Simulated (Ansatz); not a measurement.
# SnO₂: pressure against volume

SnO₂, P4_2/mnm, a = 4.827 Å, c = 3.238 Å. Ansatz: PBE, PAW, 420 eV, Γ-centred 6×6×6 mesh on 12 atoms, Gaussian smearing 0.02 eV; no spin polarisation. Shape and atoms are relaxed at each volume; pressure is positive in compression.

```tsv
V (Å³/atom)	P (GPa)
11.068	29.96
11.445	20.33
11.823	?
12.200	5.56
12.577	0.00
12.955	-4.56
13.332	-8.21
13.835	-11.81
```

Take V0 = 12.577 Å³/atom, fit the third-order Birch–Murnaghan form to the other rows, and predict the missing pressure.

With the Eulerian strain f = ½[(V0/V)^(2/3) − 1] and y = P/[3f(1 + 2f)^(5/2)], the form is the line y = B0 + 1.5 B0 (B0′ − 4) f. Rows (f, y): 0.04447, 181.5; 0.03245, 178.5; 0.01025, 171.9; -0.00977, 163.4; -0.01906, 158.2; -0.03079, 149.9. Means f = 0.004592, y = 167.23; Σ(Δf)² = 0.004416, ΣΔfΔy = 1.791; the slope is their ratio. y = 165.4 + 405.6 f GPa, so B0 = 165.4 GPa and B0′ = 4 + 2 × (405.6)/(3 × 165.4) = 5.63. At V = 11.823, f = 0.02104, y = 173.93 and P = 12.17 GPa. The run gave 12.27 GPa, so the fit is 0.10 GPa too low, within the rms miss on the fitted rows (0.17 GPa).